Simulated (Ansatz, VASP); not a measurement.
Sr: VASP beside Ansatz

```
Sr
1.0
     3.63443    0.00000    0.00000
     0.00000    3.63443    0.00000
     0.00000    0.00000    3.63443
Sr
1
Direct
  0.00000 0.00000 0.00000
```

Alike in both runs: task single point; functional PBEsol; k mesh 12 × 12 × 12; occupations gaussian, width 0.1 eV; no spin polarisation.

```csv
,VASP,Ansatz
version,VASP 6.6.1,Ansatz 0.2.0
potentials or method,"VASP PAW PBE potentials, release 64 (Sr_sv)","scalar-relativistic, plane waves, PAW"
plane-wave cutoff (eV),520,420
valence electrons in the cell,10,10
```

|  | VASP | Ansatz | Ansatz less VASP |
| --- | --- | --- | --- |
| gap on the k mesh at the Fermi level (eV) | none | none | - |
| pressure (GPa) | 1.0 | 1.0 | -0.02 |

A gap of «none» marks a metal or a gap that the smearing closes. The functional is the same, so the differences come from potentials, cutoffs and numerics.

Caveats: the PAW data sets were made with another functional, which shifts forces and pressure a little (VASP).
